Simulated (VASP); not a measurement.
Input of a VASP 6.6.1 run:

INCAR

```
ALGO = Normal ; EDIFF = 1E-6
ENCUT = 520 ; ISIF = 2
ISMEAR = -1 ; LASPH = True
LCHARG = False ; LMAXMIX = 4
LMIXTAU = True ; LREAL = False
LWAVE = False ; METAGGA = RTPSS
NBANDS = 25 ; NELM = 100
PREC = Accurate ; SIGMA = 0.05
```

Contents of KPOINTS:

```
k-points
0
Gamma
  10 10 5
```

Contents of POSCAR:

```
CuO
1.0
    2.3418500000     -1.7113000000      0.0000000000
    2.3418500000      1.7113000000      0.0000000000
   -0.8500274268      0.0000000000      5.0578693947
Cu O
2 2
Direct
    0.5000000000      0.0000000000      0.5000000000
    0.0000000000      0.5000000000      0.0000000000
    0.4184000000      0.5816000000      0.7500000000
    0.5816000000      0.4184000000      0.2500000000
```

Contents of KPOINTS_OPT:

```
path GYFLI,I1ZF1,YX1,XGN,MG
10
line-mode
reciprocal
 0.0000000000  0.0000000000  0.0000000000  G
-0.5000000000 -0.5000000000  0.0000000000  Y

-0.5000000000 -0.5000000000  0.0000000000  Y
-0.5247847702 -0.5247847702  0.3275098836  F

-0.5247847702 -0.5247847702  0.3275098836  F
-0.5000000000 -0.5000000000  0.5000000000  L

-0.5000000000 -0.5000000000  0.5000000000  L
-0.6335075857 -0.3664924143  0.5000000000  I

-0.3664924143  0.3664924143  0.5000000000  I1
 0.0000000000  0.0000000000  0.5000000000  Z

 0.0000000000  0.0000000000  0.5000000000  Z
-0.4752152298 -0.4752152298  0.6724901164  F1

-0.5000000000 -0.5000000000  0.0000000000  Y
-0.6127316330 -0.3872683670  0.0000000000  X1

-0.3872683670  0.3872683670  0.0000000000  X
 0.0000000000  0.0000000000  0.0000000000  G

 0.0000000000  0.0000000000  0.0000000000  G
-0.5000000000  0.0000000000  0.0000000000  N

-0.5000000000  0.0000000000  0.5000000000  M
 0.0000000000  0.0000000000  0.0000000000  G
```

Potentials or basis: VASP PAW PBE potentials, release 64 (Cu, O).

Run with:

```sh
$ cat potpaw_PBE.64/Cu/POTCAR potpaw_PBE.64/O/POTCAR > POTCAR
$ mpirun -np 1 vasp_std > vasp.out
```

Task: What does it give for the band gap along the path?

Result: None (metal or under the smearing width).

Task: What does it give for the pressure?

Result: 1.9 GPa.

Stress tensor (GPa, compression positive):
```
 2.18  0.00 -1.75
 0.00  1.56  0.00
-1.75  0.00  2.02
```

Caveat: the PAW data sets were made with another functional, which shifts forces and pressure a little; the run has no spin polarisation, though such a crystal can be magnetic; semilocal functionals often make such compounds metallic where correlation or magnetic order opens a gap, which also shifts bond lengths.
